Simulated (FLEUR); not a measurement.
Entries from a set of simulations; values are calculated unless marked as measured.

**CoO: which magnetic order is lowest**

The structure is tetragonal, space group I4/mmm (No. 139). Conventional cell: a = 3.016 Å, b = 3.016 Å, c = 4.214 Å, α = 90.00°, β = 90.00°, γ = 90.00°. Nearest to Co lie 6 O at 2.11 to 2.13 Å. O has 6 Co at 2.11 to 2.13 Å nearest. Farther neighbours and most contacts between anions are not listed.

```xyz
4
Lattice="-1.5080 1.5080 2.1072 3.0160 -3.0160 4.2145 1.5080 1.5080 -2.1072" Properties=species:S:1:pos:R:3 pbc="T T T"
Co    0.0000    0.0000    0.0000
Co    1.5080   -1.5080    2.1072
O     0.0000    0.0000    2.1072
O     1.5080   -1.5080    4.2145
```

* method: PBEsol; all-electron FLAPW, Dirac cores, scalar-relativistic bands
* program: FLEUR MaX-R8.1
* settings of one run: kmax 4.29 1/bohr, gmax 12.9 1/bohr, muffin tin radii Co: 2.48, O: 1.4 bohr, lmax Co: [10, 8], O: [6, 4], hist occupations, smearing width 0.05 eV, mixer Anderson, mixing 0.05, max iterations 130, stop 2.00e-5 me/bohr³, collinear spin, 10×5×10 k-mesh, mesh matched on, starting moments 3 -3 0 0 μB
* cost: 4 runs, 5 min in all on 4 MPI ranks of Intel Xeon 6975P-C (Granite Rapids), shared host (the runs of this entry)
* notes: This is the lowest of 4 finished starts, no proof of the ground state.
* lowest state found: antiferromagnetic (initial antiferro q=(0,1/2,0) +-)
* largest site spin moment: 2.43 μB
* next finished state: ferromagnetic, 145 meV a seeded atom higher
* energy gained by spin polarisation: 630 meV a seeded atom

The lowest state found is antiferromagnetic, reached from the start antiferro q=(0,1/2,0) +-, with moments up to 2.43 μB. The next finished state costs 145 meV a seeded atom.

[Logs and program files are shortened in this print: banners, set-up blocks, solver, clock and traceback lines can be left out without a mark of their own.]

[Logs are printed without paths, hosts, clocks, repeated set-up lines and the standing remarks that a program may print on its own settings, such as how far it seeks lower states.]

[Hosts, paths, dates, database ids (printed as entryN), source tags and the programs' standing remarks are cut or masked in the printed files.]

[Where a cell is said to come from a database of computed structures, the database is the Materials Project.]
